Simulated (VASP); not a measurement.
Computed with TPSS meta-GGA, VASP's PBE PAW potentials (set 64) (plane waves; VASP).

VASP ran on this input.

**KPOINTS_OPT**
```
k-points along high-symmetry lines
6
Line-mode
Reciprocal
  0.000000   0.000000   0.000000 ! GAMMA
  0.000000   0.500000   0.000000 ! X

  0.000000   0.500000   0.000000 ! X
  0.500000   0.500000   0.000000 ! M

  0.500000   0.500000   0.000000 ! M
  0.000000   0.000000   0.000000 ! GAMMA

  0.000000   0.000000   0.000000 ! GAMMA
  0.000000   0.000000   0.500000 ! Z

  0.000000   0.000000   0.500000 ! Z
  0.000000   0.500000   0.500000 ! R

  0.000000   0.500000   0.500000 ! R
  0.500000   0.500000   0.500000 ! A

  0.500000   0.500000   0.500000 ! A
  0.000000   0.000000   0.500000 ! Z

  0.000000   0.500000   0.000000 ! X
  0.000000   0.500000   0.500000 ! R

  0.500000   0.500000   0.000000 ! M
  0.500000   0.500000   0.500000 ! A
```

INCAR:
```
ALGO = Normal
EDIFF = 1E-7
ENCUT = 520
ISIF = 2
ISMEAR = -5
LASPH = .True.
LCHARG = .False.
LMIXTAU = .True.
LORBIT = 11
LREAL = .False.
LWAVE = .False.
METAGGA = TPSS
NEDOS = 601
NELM = 100
PREC = Accurate
SYSTEM = MgF2
```

**KPOINTS**
```
Automatic mesh
0
Gamma
6 6 8
0 0 0
```

POSCAR:
```
MgF2
1
    4.6491156002     0.0000000000     0.0000000000
   -0.0000000000     4.6491156002     0.0000000000
    0.0000000000     0.0000000000     3.0691598000
Mg F
2 4
Direct
  0.0000000000   0.0000000000   0.0000000000
  0.5000000000   0.5000000000   0.5000000000
  0.3032234355   0.3032234355   1.0000000000
  0.8032234355   0.1967765645   0.5000000000
  0.1967765645   0.8032234355   0.5000000000
  0.6967765645   0.6967765645   0.0000000000
```

POTCAR, in this order: Mg F (PBE.64 set). Program: vasp_std.

What VASP printed:

OUTCAR:
```
 ion  position               nearest neighbor table
   1  0.000  0.000  0.000-   3 1.99   6 1.99   5 2.01   4 2.01   4 2.01   5 2.01   2 3.63   2 3.63
                             2 3.63   2 3.63   2 3.63   2 3.63   2 3.63   2 3.63
   2  0.500  0.500  0.500-   4 1.99   5 1.99   3 2.01   6 2.01   3 2.01   6 2.01   1 3.63   1 3.63
                             1 3.63   1 3.63   1 3.63   1 3.63   1 3.63   1 3.63
   3  0.303  0.303  0.000-   1 1.99   2 2.01   2 2.01
   4  0.803  0.197  0.500-   2 1.99   1 2.01   1 2.01
   5  0.197  0.803  0.500-   2 1.99   1 2.01   1 2.01
   6  0.697  0.697  0.000-   1 1.99   2 2.01   2 2.01
  LATTYP: Found a simple tetragonal cell.
 ALAT       =     4.6491156002
 C/A-ratio  =     0.6601599237
 Subroutine PRICEL returns:
 Original cell was already a primitive cell.
 Subroutine GETGRP returns: Found 16 space group operations
The static configuration has the point symmetry D_2h.
 The point group associated with its full space group is D_4h.
The dynamic configuration has the point symmetry D_2h.
 Subroutine INISYM returns: Found 16 space group operations
 Subroutine IBZKPT returns following result:
 Found     50 irreducible k-points:

 Following reciprocal coordinates:
            Coordinates               Weight
  0.000000  0.000000  0.000000      1.000000
  0.166667  0.000000  0.000000      4.000000
  0.333333  0.000000  0.000000      4.000000
  0.500000  0.000000  0.000000      2.000000
  0.166667  0.166667  0.000000      4.000000
  0.333333  0.166667  0.000000      8.000000
  0.500000  0.166667  0.000000      4.000000
  0.333333  0.333333  0.000000      4.000000
  0.500000  0.333333  0.000000      4.000000
  0.500000  0.500000  0.000000      1.000000
  0.000000  0.000000  0.125000      2.000000
  0.166667  0.000000  0.125000      8.000000
  0.333333  0.000000  0.125000      8.000000
  0.500000  0.000000  0.125000      4.000000
  0.166667  0.166667  0.125000      8.000000
  0.333333  0.166667  0.125000     16.000000
...
```

**OSZICAR**
```
       N       E                     dE             d eps       ncg     rms          rms(c)
DAV:   1     0.206580494391E+03    0.20658E+03   -0.18571E+04  2144   0.153E+03
DAV:   2    -0.337171102446E+02   -0.24030E+03   -0.23275E+03  2608   0.384E+02
DAV:   3    -0.444586323037E+02   -0.10742E+02   -0.10705E+02  2368   0.875E+01
DAV:   4    -0.445336550291E+02   -0.75023E-01   -0.74990E-01  2264   0.799E+00
DAV:   5    -0.445341917226E+02   -0.53669E-03   -0.53666E-03  2308   0.692E-01    0.809E+00
DAV:   6    -0.490159531908E+02   -0.44818E+01   -0.94924E+01  2000   0.142E+02    0.635E+00
DAV:   7    -0.498175335042E+02   -0.80158E+00   -0.20518E+00  2228   0.136E+01    0.285E+00
DAV:   8    -0.500372880054E+02   -0.21975E+00   -0.39531E+00  2308   0.148E+01    0.319E+00
DAV:   9    -0.488108380480E+02    0.12264E+01   -0.29738E+00  2232   0.141E+01    0.196E+00
DAV:  10    -0.499628542001E+02   -0.11520E+01   -0.57893E-01  2000   0.899E+00    0.170E+00
DAV:  11    -0.499299563561E+02    0.32898E-01   -0.13397E-01  2320   0.305E+00    0.509E-01
DAV:  12    -0.499295086567E+02    0.44770E-03   -0.11741E-02  2084   0.992E-01    0.219E-01
DAV:  13    -0.499273430879E+02    0.21656E-02   -0.30484E-03  2124   0.678E-01    0.118E-01
DAV:  14    -0.499304367340E+02   -0.30936E-02   -0.37497E-03  2276   0.570E-01    0.484E-02
DAV:  15    -0.499304325041E+02    0.42299E-05   -0.13757E-04  2112   0.143E-01    0.177E-02
DAV:  16    -0.499304689657E+02   -0.36462E-04   -0.30409E-05  2068   0.599E-02    0.400E-03
DAV:  17    -0.499304741878E+02   -0.52222E-05   -0.65825E-06  2308   0.321E-02    0.114E-03
DAV:  18    -0.499304743843E+02   -0.19648E-06   -0.57613E-07  2160   0.746E-03    0.546E-04
DAV:  19    -0.499304748851E+02   -0.50078E-06   -0.29467E-07  1788   0.666E-03    0.250E-04
DAV:  20    -0.499304749679E+02   -0.82782E-07   -0.75723E-08  1252   0.322E-03
   1 F= -.49930475E+02 E0= -.49930475E+02  d E =0.000000E+00
       N       E                     dE             ncg
       N       E                     dE             ncg
```

File OUTCAR:
```
------------------------ aborting loop because EDIFF is reached ----------------------------------------
  FORCE on cell =-STRESS in cart. coord.  units (eV):
  Direction    XX          YY          ZZ          XY          YZ          ZX
  --------------------------------------------------------------------------------------
  Total        0.0722715      0.0722715      0.0358468     -0.0000000      0.0000000      0.0000000
  in kB        1.7454901      1.7454901      0.8657661     -0.0000000      0.0000000      0.0000000
  external PRESSURE =       1.4522487 kB  Pullay stress =       0.0000000 kB
  volume of cell :       66.34
      direct lattice vectors                 reciprocal lattice vectors
     4.649115600  0.000000000  0.000000000     0.215094673  0.000000000  0.000000000
     0.000000000  4.649115600  0.000000000     0.000000000  0.215094673  0.000000000
     0.000000000  0.000000000  3.069159800     0.000000000  0.000000000  0.325822070
 POSITION                                       TOTAL-FORCE (eV/Angst)
 -----------------------------------------------------------------------------------
      0.00000      0.00000      0.00000         0.000000      0.000000     -0.000000
      2.32456      2.32456      1.53458         0.000000      0.000000     -0.000000
      1.40972      1.40972      0.00000         0.009428      0.009428     -0.000000
      3.73428      0.91484      1.53458         0.009428     -0.009428      0.000000
      0.91484      3.73428      1.53458        -0.009428      0.009428     -0.000000
      3.23939      3.23939      0.00000        -0.009428     -0.009428      0.000000
 -----------------------------------------------------------------------------------
    total drift:                               -0.000000      0.000000     -0.000000
  FREE ENERGIE OF THE ION-ELECTRON SYSTEM (eV)
  ---------------------------------------------------
  free  energy   TOTEN  =       -49.9304749679 eV

  energy  without entropy=      -49.9304749679  energy(sigma->0) =      -49.93047497

 total charge

# of ion       s       p       d       tot
------------------------------------------
    1        0.120   0.151   0.073   0.344
    2        0.120   0.151   0.073   0.344
    3        1.698   4.422   0.000   6.119
    4        1.698   4.422   0.000   6.119
    5        1.698   4.422   0.000   6.119
    6        1.698   4.422   0.000   6.119
--------------------------------------------------
tot          7.031  17.989   0.145  25.165
```
(Selected blocks of OUTCAR.)

The compound is MgF2 in the rutile structure. It was relaxed first.
